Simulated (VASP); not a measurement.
# CdSe (F-43m) in VASP: settings compared, part 2 of 2

VASP 6.6.1. The steps go on from the part before.

### Step 3. Single point, PBE (epitaxial_xy strain +0.5%)

Contents of INCAR:

```
  PREC = Accurate
  ENCUT = 520
  EDIFF = 1E-6
  ISMEAR = -1
  SIGMA = 0.02
  LREAL = False
  LASPH = True
  NELM = 100
  ALGO = Normal
  ISIF = 2
  LWAVE = False
  LCHARG = False
  GGA = PE
  NBANDS = 16
```

Contents of KPOINTS:

```
Automatic mesh
0
Gamma
  8 8 8
```

Contents of POSCAR:

```
CdSe
1.0
    0.0000000000      3.0831198690      3.0432345071
    3.0831198690      0.0000000000      3.0432345071
    3.0831198690      3.0831198690      0.0000000000
Cd Se
1 1
Direct
    0.0000000000      0.0000000000      0.0000000000
    0.2500000000      0.2500000000      0.2500000000
```

Potentials or basis: VASP PAW PBE potentials, release 64 (Cd, Se).

On the command line:

```bash
> cat potpaw_PBE.64/Cd/POTCAR potpaw_PBE.64/Se/POTCAR > POTCAR
> mpirun -np 1 vasp_std > vasp.out
```

OUTCAR:

```text
PREC = Accurate
   ENCUT = 520
   EDIFF = 1E-6
   ISMEAR = -1
   LREAL = False
   LASPH = True
   NELM = 100
   ISIF = 2
   GGA = PE

 ion  position               nearest neighbor table
   1  0.000  0.000  0.000-   2 2.66   2 2.66   2 2.66   2 2.66
   2  0.250  0.250  0.250-   1 2.66   1 2.66   1 2.66   1 2.66

  LATTYP: Found a body centered tetragonal cell.
 ALAT       =     4.3601899332
 C/A-ratio  =     1.3959183218

  Lattice vectors:

 A1 = (   0.0000000000,  -3.0831198690,  -3.0432345071)
 A2 = (   0.0000000000,   3.0831198690,  -3.0432345071)
 A3 = (   3.0831198690,   0.0000000000,   3.0432345071)

Analysis of symmetry for initial positions (statically):
=====================================================================
 Subroutine PRICEL returns:
 Original cell was already a primitive cell.

 Routine SETGRP: Setting up the symmetry group for a
 body centered tetragonal supercell.

 Subroutine GETGRP returns: Found  8 space group operations
 (whereof  8 operations were pure point group operations)
 out of a pool of 16 trial point group operations.

The static configuration has the point symmetry D_2d.

Analysis of symmetry for dynamics (positions and initial velocities):
=====================================================================
 Subroutine PRICEL returns:
 Original cell was already a primitive cell.

 Routine SETGRP: Setting up the symmetry group for a
 body centered tetragonal supercell.

 Subroutine GETGRP returns: Found  8 space group operations
 (whereof  8 operations were pure point group operations)
 out of a pool of 16 trial point group operations.

The dynamic configuration has the point symmetry D_2d.

 Subroutine INISYM returns: Found  8 space group operations
 (whereof  8 operations are pure point group operations),
[... 105 lines left out ...]
   TEBEG  =    0.0;   TEEND  =   0.0 temperature during run
   PSTRESS=    0.0 pullay stress
   NELECT =      18.0000    total number of electrons
   NUPDOWN=      -1.0000    fix difference up-down
   EMIN   =  10.00;   EMAX   =-10.00  energy-range for DOS
   EFERMI =   0.00;   METHOD = LEGACY
   ISMEAR =    -1;   SIGMA  =   0.02  broadening in eV -4-tet -1-fermi 0-gaus
   EFERMI_NEDOS =   21; number of points for ismear=-14 and -15
   IALGO  =     38    algorithm
   IMIX   =      4    mixing-type and parameters
     AMIX     =   0.40;   BMIX     =  1.00
     AMIX_MAG =   1.60;   BMIX_MAG =  1.00
  volume/ion in A,a.u.               =      28.93       195.21
  Fermi-wavevector in a.u.,A,eV,Ry     =   1.109303  2.096279 16.742697  1.230554
  Thomas-Fermi vector in A             =   2.245841
   LORBIT       =      0    0 simple, 1 ext, 2 COOP (PROOUT), +10 PAW based schemes
   GGA     = PE    functional components
   LHFCALC =     F    Hartree Fock is set to
   AEXX    =    0.0000 exact exchange contribution
   IVDW    =     0    specifies the selected vdW correction
   LEPSILON=     F    determine dielectric tensor
   LRPA    =     F    only Hartree local field effects (RPA)
 non-spin polarized calculation
  energy-cutoff  :      520.00
  volume of cell :       57.86
 maximum number of plane-waves:      1580
   NGX = 17   NGY = 17   NGZ = 17

 number of electron      18.0000008 magnetization

 Free energy of the ion-electron system (eV)
  ---------------------------------------------------
  ext. energy  EPLUGINS =         0.00000000
  ---------------------------------------------------
  free energy    TOTEN  =        -5.48986031 eV

  energy without entropy =       -5.48986030  energy(sigma->0) =       -5.48986030

 E-fermi :   1.0129     XC(G=0):  -8.7589

 val. band max:        0.7482027333   @ k =   0.0000   0.0000   0.0000
 cond. band min:       1.2724123283   @ k =   0.0000   0.0000   0.0000
 fundamental gap:      0.5242095950
 Fermi energy:         1.0128856204

 k-point     1 :       0.0000    0.0000    0.0000
  band No.  band energies     occupation
      1     -11.7169      2.00000
      2      -7.1228      2.00000
      3      -7.1228      2.00000
      4      -7.1173      2.00000
      5      -6.7777      2.00000
      6      -6.7748      2.00000
[... 433 lines left out ...]
      3      -7.0196      2.00000
      4      -6.8161      2.00000
      5      -6.7532      2.00000
      6      -6.7007      2.00000
[... 8 lines left out ...]
     15      11.7336      0.00000
     16      12.2173      0.00000

 [... further k-points ...]
[... 5 lines left out ...]
  --------------------------------------------------------------------------------------
  -------------------------------------------------------------------------------------
  Total        0.5504903      0.5504903      0.6239399      0.0000000      0.0000000      0.0000000
  in kB       15.2445279     15.2445279     17.2785429      0.0000000      0.0000000      0.0000000
  external PRESSURE =      15.9225329 kB  Pullay stress =       0.0000000 kB

 VOLUME and BASIS-vectors are now :
 -----------------------------------------------------------------------------
  energy-cutoff  :      520.00
  volume of cell :       57.86
      direct lattice vectors                 reciprocal lattice vectors
     0.000000000  3.083119869  3.043234507    -0.162173390  0.162173390  0.164298873
     3.083119869  0.000000000  3.043234507     0.162173390 -0.162173390  0.164298873
     3.083119869  3.083119869  0.000000000     0.162173390  0.162173390 -0.164298873

 POSITION                                       TOTAL-FORCE (eV/Angst)
 -----------------------------------------------------------------------------------
      0.00000      0.00000      0.00000         0.000000      0.000000     -0.000000
      1.54156      1.54156      1.52162        -0.000000     -0.000000      0.000000
 -----------------------------------------------------------------------------------
    total drift:                               -0.000000     -0.000000     -0.000001

  FREE ENERGIE OF THE ION-ELECTRON SYSTEM (eV)
  ---------------------------------------------------
  free  energy   TOTEN  =        -5.4898603061 eV

  energy  without entropy=       -5.4898603009  energy(sigma->0) =       -5.48986030
```

OSZICAR:

```text
N       E                     dE             d eps       ncg     rms          rms(c)
DAV:   1     0.108109761907E+03    0.10811E+03   -0.86662E+03  1920   0.100E+03
DAV:   2    -0.174127806554E+01   -0.10985E+03   -0.10366E+03  2280   0.248E+02
DAV:   3    -0.585174936676E+01   -0.41105E+01   -0.41044E+01  2224   0.500E+01
DAV:   4    -0.586910647394E+01   -0.17357E-01   -0.17356E-01  2480   0.328E+00
DAV:   5    -0.586921819825E+01   -0.11172E-03   -0.11172E-03  2272   0.229E-01    0.586E+00
DAV:   6    -0.550998048333E+01    0.35924E+00   -0.54849E-01  2800   0.867E+00    0.468E+00
DAV:   7    -0.548862985935E+01    0.21351E-01   -0.14089E-01  2224   0.249E+00    0.204E+00
DAV:   8    -0.548954815616E+01   -0.91830E-03   -0.13017E-02  2208   0.137E+00    0.245E-01
DAV:   9    -0.548974228136E+01   -0.19413E-03   -0.13899E-03  2352   0.473E-01    0.465E-02
DAV:  10    -0.548981064237E+01   -0.68361E-04   -0.15438E-04  2472   0.153E-01    0.435E-02
DAV:  11    -0.548986054441E+01   -0.49902E-04   -0.81868E-05  2336   0.570E-02    0.166E-02
DAV:  12    -0.548986030615E+01    0.23826E-06   -0.19089E-06  2040   0.165E-02
   1 F= -.54898603E+01 E0= -.54898603E+01  d E =-.521389E-08
```

Wall time 36 s (1 thread of Intel Xeon Platinum 8259CL at 2.50GHz (Skylake/Cascade Lake), shared host); peak memory 0.21 GiB.

What came out:

```yaml
Free_energy: -5.4899 eV
Pressure: 1.6 GPa
Band_gap_on_the_k_mesh: 0.52 eV, direct
```

Stress tensor (GPa, compression positive):
```
1.52 0.00 0.00
0.00 1.52 0.00
0.00 0.00 1.73
```

### Step 4. Single point, r2SCAN (epitaxial_111 strain -4.0%)

Contents of POSCAR:

```
CdSe
1.0
    0.1550082785      3.1000780041      3.1000780041
    3.1000780041      0.1550082785      3.1000780041
    3.1000780041      3.1000780041      0.1550082785
Cd Se
1 1
Direct
    0.0054831568      0.0054831568      0.0054831568
    0.2445168432      0.2445168432      0.2445168432
```

Contents of INCAR.step1:

```
SYSTEM = CdSe
PREC = Accurate
ENCUT = 520
ISMEAR = 0
SIGMA = 0.01
LREAL = .FALSE.
LASPH = .TRUE.
NELM = 100
NBANDS = 16
GGA = PE
ALGO = Normal
EDIFF = 1E-4
LWAVE = .TRUE.
LCHARG = .FALSE.
```

Contents of INCAR.step2:

```
SYSTEM = CdSe
PREC = Accurate
ENCUT = 520
EDIFF = 1E-7
ISMEAR = 0
SIGMA = 0.01
LREAL = .FALSE.
LASPH = .TRUE.
NELM = 100
ALGO = Normal
ISIF = 2
LWAVE = .FALSE.
LCHARG = .FALSE.
METAGGA = R2SCAN
LMIXTAU = .TRUE.
NBANDS = 16
ISTART = 1
```

Contents of KPOINTS:

```
Automatic mesh
0
G
  8 8 8
  0 0 0
```

On the command line:

```bash
> cat potpaw_PBE.64/Cd/POTCAR potpaw_PBE.64/Se/POTCAR > POTCAR
> cp INCAR.step1 INCAR
> mpirun -np 1 vasp_std > vasp.out
> cp INCAR.step2 INCAR
> mpirun -np 1 vasp_std > vasp.out
```

Wall time 3.5 min (1 thread of Intel Xeon Platinum 8259CL at 2.50GHz (Skylake/Cascade Lake), shared host); peak memory 0.25 GiB.

The run converged. Its results:

* Free energy: -35.8617 eV
* Pressure: 2.6 GPa
* Band gap on the k mesh: 0.91 eV, direct

Forces in eV/Å, atoms in the order of the input:
```
Cd   0.002  0.002  0.002
Se  -0.002 -0.002 -0.002
```

Stress tensor (GPa, compression positive):
```
 2.64 -1.18 -1.18
-1.18  2.64 -1.18
-1.18 -1.18  2.64
```

Levels at points of the mesh, in eV from the valence-band top:
| k point | band 7 | band 8 | band 9 | band 10 | band 11 | band 12 |
| --- | --- | --- | --- | --- | --- | --- |
| (0.00, 0.00, 0.00) | -0.44 | 0.00 | 0.00 | 0.91 | 5.90 | 6.67 |
| (0.50, 0.00, 0.00) | -4.59 | -1.17 | -0.78 | 2.56 | 6.65 | 6.68 |
| (0.50, 0.50, 0.00) | -4.29 | -2.28 | -1.84 | 3.08 | 4.23 | 9.39 |
| (0.50, 0.50, 0.50) | -4.89 | -0.70 | -0.70 | 3.29 | 7.25 | 7.25 |

Caveat: the PAW data sets were made with another functional, which shifts forces and pressure a little.

### Step 5. Single point, r2SCAN

Contents of POSCAR:

```
CdSe
1.0
    0.0000000000      3.0677809642      3.0677809642
    3.0677809642      0.0000000000      3.0677809642
    3.0677809642      3.0677809642      0.0000000000
Cd Se
1 1
Direct
    0.0000000000      0.0000000000      0.0000000000
    0.2500000000      0.2500000000      0.2500000000
```

INCAR.step1 is that of step 4.

INCAR.step2 is that of step 4.

KPOINTS is that of step 4.

Potentials or basis: VASP PAW PBE potentials, release 64 (Cd, Se).

On the command line:

```bash
> cat potpaw_PBE.64/Cd/POTCAR potpaw_PBE.64/Se/POTCAR > POTCAR
> cp INCAR.step1 INCAR
> mpirun -np 1 vasp_std > vasp.out
> cp INCAR.step2 INCAR
> mpirun -np 1 vasp_std > vasp.out
```

OUTCAR:

```text
SYSTEM = CdSe
   PREC = Accurate
   ENCUT = 520
   EDIFF = 1E-7
   ISMEAR = 0
   LREAL = .FALSE.
   LASPH = .TRUE.
   NELM = 100
   ISIF = 2
   METAGGA = R2SCAN
   ISTART = 1

 ion  position               nearest neighbor table
   1  0.000  0.000  0.000-   2 2.66   2 2.66   2 2.66   2 2.66
   2  0.250  0.250  0.250-   1 2.66   1 2.66   1 2.66   1 2.66

  LATTYP: Found a face centered cubic cell.
 ALAT       =     6.1355619284

  Lattice vectors:

 A1 = (   0.0000000000,   3.0677809642,   3.0677809642)
 A2 = (   3.0677809642,   0.0000000000,   3.0677809642)
 A3 = (   3.0677809642,   3.0677809642,   0.0000000000)

Analysis of symmetry for initial positions (statically):
=====================================================================
 Subroutine PRICEL returns:
 Original cell was already a primitive cell.

 Routine SETGRP: Setting up the symmetry group for a
 face centered cubic supercell.

 Subroutine GETGRP returns: Found 24 space group operations
 (whereof 24 operations were pure point group operations)
 out of a pool of 48 trial point group operations.

The static configuration has the point symmetry T_d .

Analysis of symmetry for dynamics (positions and initial velocities):
[... 156 lines left out ...]
  free energy    TOTEN  =       -35.91581621 eV

  energy without entropy =      -35.91581621  energy(sigma->0) =      -35.91581621

 E-fermi :   0.5463     XC(G=0):  -9.3031

 val. band max:        0.4381845512   @ k =   0.0000   0.0000   0.0000
 cond. band min:       1.4654848330   @ k =   0.0000   0.0000   0.0000
 fundamental gap:      1.0273002817
 Fermi energy:         0.5463157749

 k-point     1 :       0.0000    0.0000    0.0000
  band No.  band energies     occupation
      1     -12.4332      2.00000
      2      -7.6444      2.00000
      3      -7.6444      2.00000
      4      -7.6444      2.00000
      5      -7.2717      2.00000
      6      -7.2717      2.00000
[... 433 lines left out ...]
      3      -7.4918      2.00000
      4      -7.2894      2.00000
      5      -7.2559      2.00000
      6      -6.9037      2.00000
[... 8 lines left out ...]
     15      12.6204      0.00000
     16      13.6228      0.00000

 [... further k-points ...]
[... 5 lines left out ...]
  --------------------------------------------------------------------------------------
  -------------------------------------------------------------------------------------
  Total        0.0680115      0.0680115      0.0680115      0.0000000      0.0000000      0.0000000
  in kB        1.8870778      1.8870778      1.8870778      0.0000000      0.0000000      0.0000000
  external PRESSURE =       1.8870778 kB  Pullay stress =       0.0000000 kB

 VOLUME and BASIS-vectors are now :
 -----------------------------------------------------------------------------
  energy-cutoff  :      520.00
  volume of cell :       57.74
      direct lattice vectors                 reciprocal lattice vectors
     0.000000000  3.067780964  3.067780964    -0.162984257  0.162984257  0.162984257
     3.067780964  0.000000000  3.067780964     0.162984257 -0.162984257  0.162984257
     3.067780964  3.067780964  0.000000000     0.162984257  0.162984257 -0.162984257

 POSITION                                       TOTAL-FORCE (eV/Angst)
 -----------------------------------------------------------------------------------
      0.00000      0.00000      0.00000        -0.000000     -0.000000     -0.000000
      1.53389      1.53389      1.53389         0.000000      0.000000      0.000000
 -----------------------------------------------------------------------------------
    total drift:                               -0.000004     -0.000004     -0.000004

  FREE ENERGIE OF THE ION-ELECTRON SYSTEM (eV)
  ---------------------------------------------------
  free  energy   TOTEN  =       -35.9158162110 eV

  energy  without entropy=      -35.9158162110  energy(sigma->0) =      -35.91581621
```

OUTCAR.step1:

```text
SYSTEM = CdSe
   PREC = Accurate
   ENCUT = 520
   ISMEAR = 0
   LREAL = .FALSE.
   LASPH = .TRUE.
[... 678 lines left out ...]
      0.00000      0.00000      0.00000         0.000000     -0.000000     -0.000000
      1.53389      1.53389      1.53389        -0.000000      0.000000      0.000000
 -----------------------------------------------------------------------------------
    total drift:                               -0.000000     -0.000000     -0.000000

  FREE ENERGIE OF THE ION-ELECTRON SYSTEM (eV)
  ---------------------------------------------------
  free  energy   TOTEN  =        -5.4889795592 eV

  energy  without entropy=       -5.4889795592  energy(sigma->0) =       -5.48897956
```

Run time: 80 s. Hardware: 1 thread of Intel Xeon Platinum 8259CL at 2.50GHz (Skylake/Cascade Lake), shared host; peak memory 0.2 GiB.

Results:

```yaml
Free_energy: -35.9158 eV
Pressure: 0.2 GPa
Band_gap_on_the_k_mesh: 1.03 eV, direct
```

Caveat: the PAW data sets were made with another functional, which shifts forces and pressure a little.

### Step 6. Overview

| level | cell | smearing | gap on the mesh (eV) | pressure (GPa) |
| --- | --- | --- | --- | --- |
| PBE | as given | fermi-dirac 0.02 eV | 0.55 | 1.7 |
| PBE | epitaxial_xy strain +0.5% | fermi-dirac 0.02 eV | 0.52 | 1.6 |
| r2SCAN | epitaxial_111 strain -4.0% | gaussian 0.01 eV | 0.91 | 2.6 |
| r2SCAN | as given | gaussian 0.01 eV | 1.03 | 0.2 |

Alike in all rows: task single point; potentials or basis VASP PAW PBE potentials, release 64 (Cd, Se); no spin polarisation; k mesh 8 × 8 × 8; cutoff (eV) 520.

Caveats: the PAW data sets were made with another functional, which shifts forces and pressure a little (some runs).

Total energies depend on the potentials used, so only differences within one code and one set of settings carry meaning.
